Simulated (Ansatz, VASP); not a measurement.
# SrTiO3 (Tausonite) in VASP and in Ansatz

```xyz
5
Lattice="3.8967 0.0000 0.0000 0.0000 3.8967 0.0000 0.0000 0.0000 3.8967" Properties=species:S:1:pos:R:3 pbc="T T T"
Sr    1.9483    1.9483    1.9483
Ti    0.0000    0.0000    0.0000
O     1.9483    0.0000    0.0000
O     0.0000    1.9483    0.0000
O     0.0000    0.0000    1.9483
```

Alike in both runs: task single point; functional PBE; k mesh 6 × 6 × 6; no spin polarisation.

|  | VASP | Ansatz |
| --- | --- | --- |
| version | VASP 6.6.1 | Ansatz 0.2.0 |
| potentials or method | VASP PAW PBE potentials, release 64 (Sr_sv, Ti_sv, O) | plane waves, PAW |
| plane-wave cutoff (eV) | 520 | 420 |
| occupations | gaussian, width 0.01 eV | fixed |
| valence electrons in the cell | 40 | 40 |

```tsv
	VASP	Ansatz	Ansatz less VASP
gap on the k mesh at the Fermi level (eV)	1.87	1.90	+0.032
pressure (GPa)	6.2	5.6	-0.67
```

A k mesh can miss the band edges.
